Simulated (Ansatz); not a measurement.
# BN: the cost of one run

Method: DFT PBE, scalar-relativistic, plane waves, PAW, in Ansatz 0.2.0.

1 further run of the same task is left out (set aside as unsound or not needed).

## Step 1: The system as given

It takes space group P6_3mc (No. 186, hexagonal). The conventional cell has a = 2.555 Å, b = 2.555 Å, c = 4.225 Å, α = 90.00°, β = 90.00°, γ = 120.00°. Around B (site symmetry 3m) lie 4 N at 1.57 to 1.58 Å. N (site symmetry 3m) has 4 B at 1.57 to 1.58 Å as nearest neighbours.

Structure file:

```xyz
4
Lattice="2.5546 0.0000 0.0000 -1.2773 2.2123 0.0000 0.0000 0.0000 4.2245" Properties=species:S:1:pos:R:3 pbc="T T T"
B     1.2773    0.7374    4.2237
B     0.0000    1.4749    2.1114
N     1.2773    0.7374    2.6411
N     0.0000    1.4749    0.5289
```

It goes back to an entry of the Materials Project, which need not be the stable form.

This cell was relaxed beforehand with the same method: volume 5.97 Å³/atom, gap on the mesh 5.23 eV.

## Step 2: Static run: bands, density of states and charges

Contents of input.yaml:

```yaml
crystal:
  lattice:
    - [2.5545800962, 0.0, 0.0]
    - [-1.2772900481, 2.2123312593, 0.0]
    - [0.0, 0.0, 4.2245145363]
  atoms:
    - { symbol: B, position: [0.6666666667, 0.3333333333, 0.9998058548] }
    - { symbol: B, position: [0.3333333333, 0.6666666667, 0.4998058548] }
    - { symbol: "N", position: [0.6666666667, 0.3333333333, 0.6251941452] }
    - { symbol: "N", position: [0.3333333333, 0.6666666667, 0.1251941452] }
basis:
  ecutwfc: 420
kpoints:
  mp_grid: { grid: [12, 12, 6] }
  band_path:
    path:
      - [[0.0, 0.0, 0.0], [0.5, 0.0, 0.0], [0.33333333, 0.33333333, 0.0], [0.0, 0.0, 0.0], [0.0, 0.0, 0.5], [0.5, 0.0, 0.5], [0.33333333, 0.33333333, 0.5], [0.0, 0.0, 0.5]]
      - [[0.5, 0.0, 0.5], [0.5, 0.0, 0.0]]
      - [[0.33333333, 0.33333333, 0.5], [0.33333333, 0.33333333, 0.0]]
    npoints: 14
hamiltonian:
  xc: pbe
scf:
  occupations: { method: gaussian, width: 0.02 }
  n_extra_bands: 10
output:
  forces: true
  stress: true
  eigenvalues: true
  populations: true
  dos: { projected: true, de: 0.02, nscf_kmesh: { grid: [18, 18, 9] } }
  bader: true
  write_density: true
  write_potential: true
  elf: true
  volumetric_format: npy
```

Launch:

```
> ansatz run input.yaml --threads 1 --pin off --max-ram 2560MiB --backend cpu --events-out ev --progress --plain --runs-dir out
```

What time and memory should one allow on 1 thread of Arm Neoverse V2, shared host?

About 36 s, with a peak of 0.3 GiB.
